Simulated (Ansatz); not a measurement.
Spin–orbit splittings in Lu

```xyz
1
Lattice="-1.9500 1.9500 1.9500 1.9500 -1.9500 1.9500 1.9500 1.9500 -1.9500" Properties=species:S:1:pos:R:3 pbc="T T T"
Lu    0.0000    0.0000    0.0000
```

The cell was built from the bcc type and relaxed in the same program, and has space group Im-3m; it needn't be a known or the stable phase.

Levels of theory: DFT, PBE, all-electron LAPW, scalar-relativistic (Ansatz 0.2.0); DFT, PBE, all-electron LAPW, Dirac equation with spin-orbit coupling (Ansatz 0.2.0).

The runs use a Γ-centred 15×15×15 k mesh, Fermi–Dirac smearing of 0.08 eV, basis error target 0.5 meV/atom, no spin polarisation.

Levels between -6 and 2 eV, each run counted from its own valence-band top where it has a gap, else its Fermi level. Scalar levels are listed once for both spins; with the coupling every spinor state is counted. Levels near the edges of the range can cross them.

**Question.** At Γ (0.000, 0.000, 0.000) the scalar-relativistic levels are -5.20 (×3), -5.11 (×3), -5.09. What are they with spin–orbit coupling?

**Answer.** -5.92 (×2), -5.91 (×4), -4.42 (×4), -4.38 (×2), -4.35 (×2).

**Question.** At H (0.500, -0.500, 0.500) the scalar-relativistic levels are -5.21, -5.16 (×3), -5.10 (×3), -1.47 (×2). What are they with spin–orbit coupling?

**Answer.** -5.92 (×2), -5.91 (×4), -4.41 (×4), -4.37 (×4), -1.46 (×4).

**Question.** At N (0.000, 0.000, 0.500) the scalar-relativistic levels are -5.19, -5.18, -5.17, -5.13, -5.12, -5.11, -5.10, -2.51, 0.39, 0.43. What are they with spin–orbit coupling?

**Answer.** -5.92 (×2), -5.91 (×4), -4.41 (×4), -4.39 (×2), -4.36 (×2), -2.50 (×2), 0.39 (×2), 0.40 (×2).
